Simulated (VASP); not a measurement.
Sc:

```
Sc
1.0
     2.01157    1.16138    3.73021
    -2.01157    1.16138    3.73021
     0.00000   -2.32276    3.73021
Sc
2
Cartesian
  0.0000 0.0000 2.5463
  0.0000 0.0000 8.6443
```

The cell was built by a generator and needn't be a form met in nature.

```yaml
Program: VASP 6.6.1
Task: relaxation of cell and atoms
Functional: PBEsol
Potentials_or_basis: VASP PAW PBE potentials, release 64 (Sc_sv)
Cutoff: 600 eV
k_mesh: 6 × 6 × 6
Occupations: gaussian, width 0.1 eV
Spin: no spin polarisation
```

At the start: pressure -1.5 GPa; volume 26.14 Å³/atom.

**Question.** Where does the relaxation end?

**Answer.** Over 28 steps the energy falls by 1029.6 meV/atom and the volume is 23.64 Å³/atom (-9.6 %); space group Fm-3m (No. 225, to 0.05 Å).

Step by step:
```
step  energy change (eV)  largest force (eV/Å)  pressure (GPa)  volume (Å³)
   1              0.0000                2.2303           -1.48        52.29
   2             -0.4423                1.6524           -0.34        50.47
   3             -0.6528                0.0613            1.41        48.21
   4             -0.6536                0.1600            1.29        48.34
   5             -0.6855                0.0708           -0.08        49.90
   6             -0.6888                0.7848           -3.36        54.64
   7             -0.7021                0.5266           -2.23        52.74
   8             -0.7132                0.5678           -2.40        52.97
   9             -0.7527                0.6958           -2.85        53.64
  10             -0.8691                0.9675           -3.58        54.85
  11             -1.1849                1.2242           -5.24        56.78
  12             -1.5276                0.7957           -6.40        58.83
  13             -1.5983                0.6228           -6.16        58.28
  14             -1.6439                0.4655           -5.79        57.61
  15             -1.6516                0.4026           -5.57        57.27
  16             -1.7070                0.5063           -4.77        55.74
  17             -1.8161                0.8365           -1.73        51.32
  18             -1.7195                1.6180            7.66        43.09
  19             -1.8309                1.0557            0.62        48.75
  20             -1.8727                0.9712            0.85        48.12
  21             -1.9718                0.7296            1.94        46.24
  22             -1.9584                0.2177            6.72        42.63
  23             -2.0075                0.3783            3.66        44.65
  24             -2.0550                0.1112            0.57        46.82
  25             -2.0579                0.0304           -0.36        47.59
  26             -2.0579                0.0363           -0.29        47.53
  27             -2.0590                0.0161           -0.12        47.38
  28             -2.0592                0.0011           -0.01        47.28
```

Final structure:
```
Sc
1.0
     1.60824    0.92852    5.27743
    -1.60824    0.92852    5.27743
     0.00000   -1.85703    5.27743
Sc
2
Direct
  0.25001 0.25001 0.25001
  0.74999 0.74999 0.74999
```

Caveat: the PAW data sets were made with another functional, which shifts forces and pressure a little.
